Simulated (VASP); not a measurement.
# In2O3 (R-3c) in VASP: notebook

The runs below take In2O3 through dielectric tensor, equation of state, with LDA.

All numbers are computed with VASP 6.6.1; they aren't measurements. Logs are shortened: lines on timing, memory, paths and dates and some standing lists are left out, and cuts for length are marked.

**What was measured.**

“Fabrication and performance enhancement of an In2O3/BiVO4 heterojunction for N-butanol gas sensing applications”, 2024, pmc:11650617 reports, for a powder of In2O3: band gap 3.08 eV (optical).

The results are compared with them further down.

## (1) The crystal as given

Symmetry: R-3c, No. 167, trigonal system. The conventional cell has a = 5.487 Å, b = 5.487 Å, c = 14.510 Å, α = 90.00°, β = 90.00°, γ = 120.00°. In (site symmetry 3) has 6 O at 2.12 to 2.26 Å as nearest neighbours. O (site symmetry 2) is surrounded by 4 In at 2.12 to 2.26 Å.

## (2) Dielectric tensor, LDA

The input, INCAR:

```
ALGO = Normal ; EDIFF = 1E-8
ENCUT = 400 ; GGA = CA
ISIF = 2 ; ISMEAR = 0
LASPH = T ; LCHARG = F
LEPSILON = T ; LREAL = F
LWAVE = F ; NELM = 100
PREC = Normal ; SIGMA = 0.01
```

The input, KPOINTS:

```
k-points
0
Gamma
  5 5 5
```

The input, POSCAR:

```
In2O3
1.0
    2.7435000000      1.5839604635      4.8366666667
   -2.7435000000      1.5839604635      4.8366666667
    0.0000000000     -3.1679209270      4.8366666667
In O
4 6
Direct
    0.8573100000      0.8573100000      0.8573100000
    0.6426900000      0.6426900000      0.6426900000
    0.1426900000      0.1426900000      0.1426900000
    0.3573100000      0.3573100000      0.3573100000
    0.0480000000      0.7500000000      0.4520000000
    0.7500000000      0.4520000000      0.0480000000
    0.4520000000      0.0480000000      0.7500000000
    0.9520000000      0.2500000000      0.5480000000
    0.2500000000      0.5480000000      0.9520000000
    0.5480000000      0.9520000000      0.2500000000
```

Potentials or basis: VASP PAW LDA potentials, release 64 (In_d, O).

Launch:

```sh
> cat potpaw_LDA.64/In_d/POTCAR potpaw_LDA.64/O/POTCAR > POTCAR
> mpirun -np 1 vasp_std > vasp.out
```

OUTCAR:

```text
EDIFF = 1E-8
   ENCUT = 400
   GGA = CA
   ISIF = 2
   ISMEAR = 0
   LASPH = T
   LEPSILON = T
   LREAL = F
   NELM = 100
   PREC = Normal

 Found     19 irreducible k-points:

 Following reciprocal coordinates:
            Coordinates               Weight
  0.000000  0.000000  0.000000      1.000000
  0.200000 -0.000000 -0.000000      6.000000
  0.400000  0.000000 -0.000000      6.000000
  0.200000  0.200000 -0.000000      6.000000
  0.400000  0.200000 -0.000000     12.000000
 -0.400000  0.200000  0.000000     12.000000
   k-points           NKPTS =     19   k-points in BZ     NKDIM =     19   number of bands    NBANDS=     52
   number of dos      NEDOS =    301   number of ions     NIONS =     10
   total plane-waves  NPLWV =  21952
   dimension x,y,z NGX =    28 NGY =   28 NGZ =   28
   dimension x,y,z NGXF=    56 NGYF=   56 NGZF=   56
   ions per type =               4   6
   NGX,Y,Z   is equivalent  to a cutoff of   8.05,  8.05,  8.05 a.u.
   NGXF,Y,Z  is equivalent  to a cutoff of  16.10, 16.10, 16.10 a.u.
 SYSTEM =  unknown system
   PREC   = normal    normal or accurate (medium, high low for compatibility)
   ISTART =      0    job   : 0-new  1-cont  2-samecut
   ICHARG =      2    charge: 1-file 2-atom 10-const
   ISPIN  =      1    spin polarized calculation?
   LNONCOLLINEAR =      F non collinear calculations
   LSORBIT =      F    spin-orbit coupling
   LASPH  =      T    aspherical Exc in radial PAW
   ENCUT  =  400.0 eV  29.40 Ry    5.42 a.u.   9.43  9.43  9.43*2*pi/ulx,y,z
   NELM   =    100;   NELMIN=  2; NELMDL= -5     # of ELM steps
   EDIFF  = 0.1E-07   stopping-criterion for ELM
   LREAL  =      F    real-space projection
   EDIFFG = 0.1E-06   stopping-criterion for IOM
   NSW    =      0    number of steps for IOM
   IBRION =     -1    ionic relax: 0-MD 1-quasi-New 2-CG
   NFREE  =      0    steps in history (QN), initial steepest desc. (CG)
   ISIF   =      2    stress and relaxation
   ISYM   =      2    0-nonsym 1-usesym 2-fastsym
   POTIM  = 0.5000    time-step for ionic-motion
   TEBEG  =    0.0;   TEEND  =   0.0 temperature during run
   PSTRESS=    0.0 pullay stress
   NELECT =      88.0000    total number of electrons
   NUPDOWN=      -1.0000    fix difference up-down
   EMIN   =  10.00;   EMAX   =-10.00  energy-range for DOS
   EFERMI =   0.00;   METHOD = LEGACY
   ISMEAR =     0;   SIGMA  =   0.01  broadening in eV -4-tet -1-fermi 0-gaus
   EFERMI_NEDOS =   21; number of points for ismear=-14 and -15
   IALGO  =     38    algorithm
   IMIX   =      4    mixing-type and parameters
     AMIX     =   0.40;   BMIX     =  1.00
     AMIX_MAG =   1.60;   BMIX_MAG =  1.00
  volume/ion in A,a.u.               =      12.61        85.10
  Fermi-wavevector in a.u.,A,eV,Ry     =   1.452068  2.744010 28.687886  2.108500
  Thomas-Fermi vector in A             =   2.569492
   LORBIT       =      0    0 simple, 1 ext, 2 COOP (PROOUT), +10 PAW based schemes
   GGA     = CA    functional components
   LHFCALC =     F    Hartree Fock is set to
   AEXX    =    0.0000 exact exchange contribution
   IVDW    =     0    specifies the selected vdW correction
   LEPSILON=     T    determine dielectric tensor
   LRPA    =     F    only Hartree local field effects (RPA)
 non-spin polarized calculation
 Gauss-broadening in eV      SIGMA  =   0.01
  energy-cutoff  :      400.00
  volume of cell :      126.11
 maximum number of plane-waves:      2307
   NGX = 19   NGY = 19   NGZ = 19

--------------------------------------- Ionic step        1  -------------------------------------------

 number of electron      88.0000283 magnetization

 E-fermi :   5.3479     XC(G=0): -11.7564

 val. band max:        5.2946876635   @ k =  -0.2000   0.2000   0.0000
 cond. band min:       6.4974915127   @ k =   0.0000   0.0000   0.0000
 fundamental gap:      1.2028038493
 Fermi energy:         5.3479017708

 k-point     1 :       0.0000    0.0000    0.0000
  band No.  band energies     occupation
      1     -12.1243      2.00000
      2     -11.2027      2.00000
      3     -11.2027      2.00000
      4     -10.9608      2.00000
      5     -10.9608      2.00000
      6     -10.8555      2.00000
[... 44 lines left out ...]
     51      14.3482      0.00000
     52      14.6156      0.00000

 k-point     2 :       0.2000   -0.0000   -0.0000
  band No.  band energies     occupation
      1     -12.0076      2.00000
      2     -11.1882      2.00000
      3     -11.1793      2.00000
      4     -11.0597      2.00000
      5     -10.9876      2.00000
      6     -10.9037      2.00000
[... 44 lines left out ...]
     51      14.6625      0.00000
     52      14.8766      0.00000

 k-point     3 :       0.4000    0.0000   -0.0000
  band No.  band energies     occupation
      1     -11.7064      2.00000
      2     -11.3438      2.00000
      3     -11.1349      2.00000
      4     -11.1119      2.00000
      5     -11.0534      2.00000
      6     -11.0040      2.00000
[... 44 lines left out ...]
     51      14.3192      0.00000
     52      14.7838      0.00000

 k-point     4 :       0.2000    0.2000   -0.0000
  band No.  band energies     occupation
      1     -11.9804      2.00000
      2     -11.2339      2.00000
      3     -11.1419      2.00000
      4     -11.0798      2.00000
      5     -10.9465      2.00000
      6     -10.9382      2.00000
[... 44 lines left out ...]
     51      14.2290      0.00000
     52      15.1498      0.00000

 k-point     5 :       0.4000    0.2000   -0.0000
  band No.  band energies     occupation
      1     -11.7693      2.00000
      2     -11.3038      2.00000
      3     -11.1619      2.00000
      4     -11.0916      2.00000
      5     -11.0647      2.00000
      6     -10.9304      2.00000
[... 44 lines left out ...]
     51      14.1370      0.00000
     52      15.2506      0.00000

 k-point     6 :      -0.4000    0.2000    0.0000
  band No.  band energies     occupation
      1     -11.5481      2.00000
      2     -11.4773      2.00000
      3     -11.1916      2.00000
      4     -11.0958      2.00000
      5     -11.0304      2.00000
      6     -10.9857      2.00000
[... 44 lines left out ...]
     51      14.2933      0.00000
     52      14.6944      0.00000

 [... further k-points ...]

  FORCE on cell =-STRESS in cart. coord.  units (eV):
  Direction    XX          YY          ZZ          XY          YZ          ZX
  --------------------------------------------------------------------------------------
  -------------------------------------------------------------------------------------
  Total       -5.4325861     -5.4325861     -5.9333648     -0.0000000      0.0000000      0.0000000
  in kB      -69.0192908    -69.0192908    -75.3815257     -0.0000000      0.0000000      0.0000000
  external PRESSURE =     -71.1400358 kB  Pullay stress =       0.0000000 kB

 VOLUME and BASIS-vectors are now :
 -----------------------------------------------------------------------------
  energy-cutoff  :      400.00
  volume of cell :      126.11
      direct lattice vectors                 reciprocal lattice vectors
     2.743500000  1.583960463  4.836666667     0.182248952  0.105221482  0.068917988
    -2.743500000  1.583960463  4.836666667    -0.182248952  0.105221482  0.068917988
     0.000000000 -3.167920927  4.836666667     0.000000000 -0.210442963  0.068917988

 POSITION                                       TOTAL-FORCE (eV/Angst)
 -----------------------------------------------------------------------------------
      0.00000      0.00000     12.43957        -0.000000     -0.000000     -0.100795
      0.00000      0.00000      9.32543        -0.000000     -0.000000      0.100795
      0.00000      0.00000      2.07043        -0.000000     -0.000000      0.100795
      0.00000      0.00000      5.18457        -0.000000     -0.000000     -0.100795
     -1.92594     -0.16790      6.04583        -0.092972     -0.161033     -0.000000
      0.81756      1.75186      6.04583        -0.092972      0.161033     -0.000000
      1.10837     -1.58396      6.04583         0.185945     -0.000000     -0.000000
      1.92594      0.16790      8.46417         0.092972      0.161033     -0.000000
     -0.81756     -1.75186      8.46417         0.092972     -0.161033     -0.000000
     -1.10837      1.58396      8.46417        -0.185945     -0.000000     -0.000000
 -----------------------------------------------------------------------------------
    total drift:                               -0.000000      0.000000      0.000000

  FREE ENERGIE OF THE ION-ELECTRON SYSTEM (eV)
  ---------------------------------------------------
  free  energy   TOTEN  =       -63.7700848463 eV

  energy  without entropy=      -63.7700848463  energy(sigma->0) =      -63.77008485

 HEAD OF MICROSCOPIC STATIC DIELECTRIC TENSOR (INDEPENDENT PARTICLE, excluding Hartree and local field effects)
 ------------------------------------------------------
           5.258522    -0.000000     0.000000
          -0.000000     5.258522     0.000000
          -0.000000     0.000000     5.075608
 ------------------------------------------------------

 Free energy of the ion-electron system (eV)
  ---------------------------------------------------
  ---------------------------------------------------
  free energy    TOTEN  =        -1.48378185 eV

  energy without entropy =       -1.48378185

------------------------ aborting loop because EDIFF is reached ----------------------------------------

--------------------------------------- Ionic step        2  -------------------------------------------

------------------------ aborting loop because EDIFF is reached ----------------------------------------

--------------------------------------- Ionic step        3  -------------------------------------------

 Free energy of the ion-electron system (eV)
  ---------------------------------------------------
  ---------------------------------------------------
  free energy    TOTEN  =        -1.41807769 eV

  energy without entropy =       -1.41807769

------------------------ aborting loop because EDIFF is reached ----------------------------------------

 PIEZOELECTRIC TENSOR FIELD DIRECTION 3  (e Angst)
 -----------------------------------------------------------------------------
     0.00680  0.00000  0.00000           ( -0.00002  0.00000  0.00000)
     0.00000  0.00680 -0.00000           (  0.00000 -0.00002  0.00000)
     0.00000  0.00000 -0.01554           (  0.00000  0.00000 -0.00011)

 PIEZOELECTRIC TENSOR FIELD DIRECTION 3  (C/m^2)
 -----------------------------------------------------------------------------
     0.00086  0.00000  0.00000
     0.00000  0.00086 -0.00000
     0.00000  0.00000 -0.00197

 MACROSCOPIC STATIC DIELECTRIC TENSOR (including local field effects in DFT)
 ------------------------------------------------------
           5.114714    -0.000000     0.000000
           0.000000     5.114714     0.000000
          -0.000000    -0.000000     4.933180
 ------------------------------------------------------

 PIEZOELECTRIC TENSOR (including local field effects)  for field in x, y, z        (e  Angst)
          XX          YY          ZZ          XY          YZ          ZX
  --------------------------------------------------------------------------------
  x     0.00000     0.00000     0.00000     0.00000     0.00000     0.00000
  y     0.00000     0.00000     0.00000     0.00000     0.00000     0.00000
  z     0.00000     0.00000     0.00000     0.00000     0.00000     0.00000

 PIEZOELECTRIC TENSOR (including local field effects)  for field in x, y, z        (C/m^2)
          XX          YY          ZZ          XY          YZ          ZX
  --------------------------------------------------------------------------------
  x     0.00000     0.00000     0.00000     0.00000     0.00000     0.00000
  y     0.00000     0.00000     0.00000     0.00000     0.00000     0.00000
  z     0.00000     0.00000     0.00000     0.00000     0.00000     0.00000

 BORN EFFECTIVE CHARGES (including local field effects) (in |e|, cummulative output)
 ---------------------------------------------------------------------------------
 ion    1
    1     3.33550     0.02750     0.00000
    2    -0.02750     3.33550     0.00000
    3     0.00000     0.00000     3.23070
 ion    2
    1     3.33550    -0.02750    -0.00000
    2     0.02750     3.33550     0.00000
    3    -0.00000     0.00000     3.23070
 ion    3
    1     3.33550     0.02750     0.00000
    2    -0.02750     3.33550     0.00000
    3     0.00000     0.00000     3.23070
 ion    4
    1     3.33550    -0.02750     0.00000
    2     0.02750     3.33550    -0.00000
    3    -0.00000     0.00000     3.23070
 ion    5
    1    -2.16595    -0.09997     0.33688
    2    -0.09997    -2.28138    -0.19450
    3     0.46323    -0.26745    -2.15380
 ion    6
    1    -2.16595     0.09997    -0.33688
    2     0.09997    -2.28138    -0.19450
    3    -0.46323    -0.26745    -2.15380
 ion    7
    1    -2.33910     0.00000     0.00000
    2     0.00000    -2.10823     0.38900
    3     0.00000     0.53490    -2.15380
 ion    8
    1    -2.16595    -0.09997     0.33688
    2    -0.09997    -2.28138    -0.19450
    3     0.46323    -0.26745    -2.15380
 ion    9
    1    -2.16595     0.09997    -0.33688
    2     0.09997    -2.28138    -0.19450
    3    -0.46323    -0.26745    -2.15380
 ion   10
    1    -2.33910     0.00000    -0.00000
    2     0.00000    -2.10823     0.38900
    3     0.00000     0.53490    -2.15380
```

Run time: 8.5 min. Hardware: 1 thread of Intel Xeon 6975P-C (Granite Rapids), shared host; peak memory 0.43 GiB.

These settings aren't checked as converged: the numbers below hold their error.

What came out:

| Property | Result |
| --- | --- |
| Band gap on the k mesh | 1.20 eV, indirect (least direct gap 1.25 eV) |
| Electronic dielectric tensor (diagonal) | 5.11, 5.11, 4.93 |
| Born charges (mean of the diagonal) | In +3.30; O -2.20 e |

Caveat: the cutoff is under 1.25 times the usual one of these potentials, so pressure, stress and relaxed cells hold a basis-set (Pulay) error; spin-orbit coupling is left out, which moves the levels of the heavy elements; an odd mesh through Γ misses points on the zone boundary, where band edges often lie.

## (3) Dielectric tensor, LDA

The input, INCAR:

```
ALGO = Normal ; EDIFF = 1E-8
ENCUT = 520 ; ISIF = 2
ISMEAR = 0 ; KPAR = 4
LASPH = T ; LCHARG = F
LEPSILON = T ; LREAL = F
LWAVE = F ; NELM = 100
PREC = Accurate ; SIGMA = 0.02
```

The input, KPOINTS:

```
k-points
0
Gamma
  6 6 6
```

POSCAR is that of step 2.

Potentials or basis: VASP PAW LDA potentials, release 64 (In_d, O).

Launch:

```sh
> cat potpaw_LDA.64/In_d/POTCAR potpaw_LDA.64/O/POTCAR > POTCAR
> mpirun -np 4 vasp_std > vasp.out
```

OUTCAR:

```text
EDIFF = 1E-8
   ENCUT = 520
   ISIF = 2
   ISMEAR = 0
   LASPH = T
   LEPSILON = T
   LREAL = F
   NELM = 100
   PREC = Accurate

 ion  position               nearest neighbor table
   1  0.857  0.857  0.857-   8 2.12  10 2.12   9 2.12   6 2.26   5 2.26   7 2.26   2 3.11   3 3.24
                             3 3.24   3 3.24   2 3.61   2 3.61   2 3.61   4 3.99   4 3.99   4 3.99
   2  0.643  0.643  0.643-   9 2.12  10 2.12   8 2.12   6 2.26   5 2.26   7 2.26   1 3.11   4 3.24
                             4 3.24   4 3.24   1 3.61   1 3.61   1 3.61   3 3.99   3 3.99   3 3.99
   3  0.143  0.143  0.143-   5 2.12   7 2.12   6 2.12   8 2.26   9 2.26  10 2.26   4 3.11   1 3.24
                             1 3.24   1 3.24   4 3.61   4 3.61   4 3.61   2 3.99   2 3.99   2 3.99
   4  0.357  0.357  0.357-   6 2.12   7 2.12   5 2.12   8 2.26   9 2.26  10 2.26   3 3.11   2 3.24
                             2 3.24   2 3.24   3 3.61   3 3.61   3 3.61   1 3.99   1 3.99   1 3.99
   5  0.048  0.750  0.452-   3 2.12   4 2.12   1 2.26   2 2.26
   6  0.750  0.452  0.048-   4 2.12   3 2.12   1 2.26   2 2.26
   7  0.452  0.048  0.750-   3 2.12   4 2.12   1 2.26   2 2.26
   8  0.952  0.250  0.548-   1 2.12   2 2.12   3 2.26   4 2.26
   9  0.250  0.548  0.952-   2 2.12   1 2.12   3 2.26   4 2.26
  10  0.548  0.952  0.250-   1 2.12   2 2.12   3 2.26   4 2.26

  LATTYP: Found a trigonal (rhomboedric) cell.
 ALAT       =     5.7817875648
 COS(alpha) =     0.5496857780

[... 1622 lines left out ...]
  x     0.00000     0.00000     0.00000     0.00000     0.00000     0.00000
  y     0.00000     0.00000     0.00000     0.00000     0.00000     0.00000
  z     0.00000     0.00000     0.00000     0.00000     0.00000     0.00000

 BORN EFFECTIVE CHARGES (including local field effects) (in |e|, cummulative output)
 ---------------------------------------------------------------------------------
 ion    1
    1     3.34130     0.02706     0.00000
    2    -0.02706     3.34130     0.00000
    3     0.00000     0.00000     3.23442
 ion    2
    1     3.34130    -0.02706     0.00000
    2     0.02706     3.34130    -0.00000
    3    -0.00000     0.00000     3.23442
 ion    3
    1     3.34130     0.02706     0.00000
    2    -0.02706     3.34130     0.00000
    3     0.00000     0.00000     3.23442
 ion    4
    1     3.34130    -0.02706     0.00000
    2     0.02706     3.34130     0.00000
    3    -0.00000     0.00000     3.23442
 ion    5
[... 8 lines left out ...]
    1    -2.34207     0.00000    -0.00000
    2     0.00000    -2.11300     0.38809
    3     0.00000     0.53291    -2.15628
 ion    8
    1    -2.17026    -0.09919     0.33609
    2    -0.09919    -2.28480    -0.19404
    3     0.46151    -0.26645    -2.15628
 ion    9
    1    -2.17026     0.09919    -0.33609
    2     0.09919    -2.28480    -0.19404
    3    -0.46151    -0.26645    -2.15628
 ion   10
    1    -2.34207     0.00000     0.00000
    2     0.00000    -2.11300     0.38809
    3     0.00000     0.53291    -2.15628
```

OSZICAR:

```text
N       E                     dE             d eps       ncg     rms          rms(c)
DAV:   1     0.126943737861E+04    0.12694E+04   -0.42013E+04  3364   0.245E+03
DAV:   2     0.188745868700E+03   -0.10807E+04   -0.10467E+04  3496   0.658E+02
DAV:   3    -0.524241296770E+02   -0.24117E+03   -0.23476E+03  3660   0.285E+02
DAV:   4    -0.728762959090E+02   -0.20452E+02   -0.20286E+02  4560   0.876E+01
[... 12 lines left out ...]
RMM:  18    -0.140551923200E+01    0.20101E-06    0.43005E-07  6891   0.910E-04    0.144E-03
RMM:  19    -0.140551908881E+01    0.14318E-06   -0.91521E-07  6868   0.881E-04    0.393E-04
RMM:  20    -0.140551908202E+01    0.67932E-08   -0.94110E-07  6096   0.853E-04    0.860E-05
RMM:  21    -0.140551906607E+01    0.15948E-07   -0.55337E-07  5681   0.842E-04    0.111E-05
RMM:  22    -0.140551914592E+01   -0.79849E-07   -0.11157E-06  5532   0.838E-04    0.331E-06
```

It took 11 min on 4 MPI ranks of Intel Xeon Platinum 8559C (Emerald Rapids), shared host; peak memory 1 GiB.

Results:

```yaml
Band_gap_on_the_k_mesh: 1.20 eV, indirect (least direct gap 1.25 eV)
Electronic_dielectric_tensor_diagonal: 5.07, 5.07, 4.87
Born_charges_mean_of_the_diagonal: In +3.31; O -2.20 e
```

Electronic dielectric tensor:
```
5.07 0.00 0.00
0.00 5.07 0.00
0.00 0.00 4.87
```

Born effective charge tensors (e):
atom 1, In
```
 3.34  0.03  0.00
-0.03  3.34  0.00
 0.00  0.00  3.23
```
atom 2, In
```
 3.34 -0.03  0.00
 0.03  3.34  0.00
 0.00  0.00  3.23
```
atom 3, In
```
 3.34  0.03  0.00
-0.03  3.34  0.00
 0.00  0.00  3.23
```
atom 4, In
```
 3.34 -0.03  0.00
 0.03  3.34  0.00
 0.00  0.00  3.23
```
atom 5, O
```
-2.17 -0.10  0.34
-0.10 -2.28 -0.19
 0.46 -0.27 -2.16
```
atom 6, O
```
-2.17  0.10 -0.34
 0.10 -2.28 -0.19
-0.46 -0.27 -2.16
```
atom 7, O
```
-2.34  0.00  0.00
 0.00 -2.11  0.39
 0.00  0.53 -2.16
```
atom 8, O
```
-2.17 -0.10  0.34
-0.10 -2.28 -0.19
 0.46 -0.27 -2.16
```
atom 9, O
```
-2.17  0.10 -0.34
 0.10 -2.28 -0.19
-0.46 -0.27 -2.16
```
atom 10, O
```
-2.34  0.00  0.00
 0.00 -2.11  0.39
 0.00  0.53 -2.16
```

Caveat: spin-orbit coupling is left out, which moves the levels of the heavy elements.

(Part 1 of 2 ends here.)
